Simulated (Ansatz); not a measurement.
## CdSe: the gap against volume

CdSe, P6_3mc, a = 4.383 Å, c = 7.154 Å. Ansatz: PBE, PAW, 420 eV, Γ-centred 12×12×6 mesh on 4 atoms, Gaussian smearing 0.02 eV; no spin polarisation. Shape and atoms are relaxed at each volume; x = ln(V/V0) with V0 = 29.758 Å³/atom. The gap is read at the mesh points alone.

| x | gap y (eV) |
| --- | --- |
| -0.0943 | 0.747 |
| -0.0619 | 0.679 |
| -0.0305 | 0.610 |
| 0.0000 | 0.544 |
| 0.0296 | 0.479 |
| 0.0583 | ? |
| 0.0953 | 0.337 |

Problem. Fit a straight line to the other rows, give the volume deformation potential of the gap and its pressure coefficient, and predict the missing gap. B0 = 44.5 GPa.

Solution. Means x = -0.01030, y = 0.56600; Σ(Δx)² = 0.02298, ΣΔxΔy = -0.04980; the slope is their ratio. y = 0.5437 − 2.168 x. The slope is the deformation potential a = dE_g/d ln V = -2.17 eV, and dE_g/dP = −a/B0 = 48.7 meV/GPa. At x = 0.0583 the fit asked for gives 0.417 eV. The run gave 0.417 eV, the same to the digits shown.

Spin-orbit coupling is left out; it would lift a valence top of Se p states by 0.1 to 0.15 eV. Semilocal functionals give gaps under the measured ones; changes of the gap mostly carry over better.